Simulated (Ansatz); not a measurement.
How far is PAW off for LiH?

```xyz
2
Lattice="0.0000 2.1449 2.1449 2.1449 0.0000 2.1449 2.1449 2.1449 0.0000" Properties=species:S:1:pos:R:3 pbc="T T T"
Li    0.0000    0.0000    0.0000
H     1.1224    1.0724    1.0724
```

Atom numbers follow the list: Li1, H2.

The cell was built from the zincblende type and relaxed in the same program; it needn't be a known or the stable phase. The listed cell was then made from it by scaling, straining or moving an atom.

All numbers are computed: DFT, PBE, PAW with Ansatz's default frozen-core files, scalar-relativistic (Ansatz 0.2.0); DFT, PBE, all-electron PAW with datasets made for the crystal, scalar-relativistic (Ansatz 0.2.0); DFT, PBE, all-electron LAPW, scalar-relativistic (Ansatz 0.2.0).

For PAW: a Γ-centred 13×13×13 k mesh, Fermi–Dirac smearing of 0.05 eV, cutoff 420 eV, no spin polarisation. The crystal-made all-electron datasets (AE datasets) take a cutoff of 240 eV at this cell. LAPW targets a basis error of 0.25 meV/atom. The Ansatz runs share mesh, smearing and spin set-up. Plane-wave (PAW) pressures include the program's estimate of the Pulay term.

Stress and pressure are positive in compression.

The change that made this cell: atom 2 (H) moved by (0.0500, 0.0000, 0.0000) Å.

```
              quantity     PAW  AE datasets    LAPW
        pressure (GPa)   -0.01        -0.01   -0.01
       stress xx (GPa)   -0.06        -0.07   -0.07
       stress yy (GPa)    0.02         0.02    0.02
       stress zz (GPa)    0.02         0.02    0.02
       stress yz (GPa)   -0.64        -0.64   -0.64
force on Li1, x (eV/Å)   0.112        0.112   0.112
 force on H2, x (eV/Å)  -0.112       -0.112  -0.112
         band gap (eV)   4.219        4.218   4.218
```

PAW's pressure differs from the LAPW value by about 0.01 GPa or less. Datasets made for the crystal and LAPW share parts of one code, so their agreement isn't an independent check.
